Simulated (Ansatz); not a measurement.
# AlN: how the settings move a single-point run

Aim: see which settings change the result for AlN, by how much, and at what cost.

Computed with Ansatz 0.2.0 (reference: DFT, PBEsol, plane waves, PAW, unless a step's input says otherwise).

**1. The structure to begin with**

It takes space group F-43m (No. 216, cubic). The conventional cell has a = 4.370 Å, b = 4.370 Å, c = 4.370 Å, α = 90.00°, β = 90.00°, γ = 90.00°. Al (site symmetry -43m) is surrounded by 4 N at 1.89 Å. N (site symmetry -43m) is surrounded by 4 Al at 1.89 Å.

Structure file:

```cif
data_structure
_symmetry_space_group_name_H-M 'F-43m'
_symmetry_Int_Tables_number 216
_cell_length_a 4.3698
_cell_length_b 4.3698
_cell_length_c 4.3698
_cell_angle_alpha 90.000
_cell_angle_beta 90.000
_cell_angle_gamma 90.000
_cell_volume 83.44
loop_
_atom_site_label
_atom_site_type_symbol
_atom_site_symmetry_multiplicity
_atom_site_Wyckoff_symbol
_atom_site_fract_x
_atom_site_fract_y
_atom_site_fract_z
_atom_site_occupancy
Al1 Al 4 a 0.00000 0.00000 0.00000 1
N1 N 4 d 0.25000 0.25000 0.75000 1
```

**2. The reference run**

File input.yaml:

```yaml
crystal:
  lattice:
    - [0.0, 2.1848764208, 2.1848764208]
    - [2.1848764208, 0.0, 2.1848764208]
    - [2.1848764208, 2.1848764208, 0.0]
  atoms:
    - { symbol: Al, position: [0.0, 0.0, 0.0] }
    - { symbol: "N", position: [0.25, 0.25, 0.25] }
kpoints:
  mp_grid: { grid: [8, 8, 8] }
hamiltonian:
  xc: pbesol
scf:
  occupations: { method: fixed }
  n_extra_bands: 4
output:
  forces: true
  stress: true
  eigenvalues: true
  write_density: true
  write_potential: true
  elf: true
  volumetric_format: npy
```

The run is started by

```bash
> ansatz run input.yaml --threads 4 --pin off --max-ram 3686MiB --backend cpu --events-out ev --progress --plain --runs-dir out
```

**3. Changed: ecutwfc 350**

input.yaml: that of step 2 with these lines changed.

```diff
@@ -19,5 +19,3 @@
   eigenvalues: true
-  write_density: true
-  write_potential: true
-  elf: true
-  volumetric_format: npy
+basis:
+  ecutwfc: 350
```

**4. Changing settings: mp_grid.grid [4, 4, 4], xc hse06**

input.yaml: that of step 2 with these lines changed.

```diff
@@ -9,5 +9,5 @@
 kpoints:
-  mp_grid: { grid: [8, 8, 8] }
+  mp_grid: { grid: [4, 4, 4] }
 hamiltonian:
-  xc: pbesol
+  xc: hse06
 scf:
@@ -19,5 +19 @@
   eigenvalues: true
-  write_density: true
-  write_potential: true
-  elf: true
-  volumetric_format: npy
```

**Question.** What will these runs give? Wanted: for each run, ending; energy change; pressure; gap; force.

The runs gave:

```
                                run     ending   energy change  pressure (GPa)  gap (eV)  force (eV/Å)  cycles    time
                          reference  converged               0             1.1      3.20          0.00       6  0.38 s
                     1: ecutwfc 350  converged  +31.9 meV/atom             0.8      3.20          0.00       6  0.27 s
2: mp_grid.grid [4, 4, 4], xc hse06  converged  not comparable            -0.6      4.55          0.00      11   1.6 s
```

Times don't compare one to one where runs were asked for different outputs or read a saved state (see the inputs); cycles may leave out searches for a lower state.

Residual by cycle in the longest SCF loop of each run; runs are numbered as in the table. The quantity is the density residual dr2, in eV.

```
cycle  reference    run 1    run 2
    1     0.0219    0.026  0.00471
    2     0.0029  0.00368   0.0013
    3     4.3e-5   4.7e-5   3.7e-4
    4     1.9e-7   3.9e-7   5.4e-5
    5     2.0e-9   1.6e-9   6.4e-6
    6    1.5e-11  8.6e-12   4.3e-6
    7          -        -   2.8e-7
```

What this shows: «ecutwfc 350» moves the energy by +31.9 meV/atom. Run 1 ran under the cutoff that the potentials recommend, as the log warns, so basis error is mixed into its values.
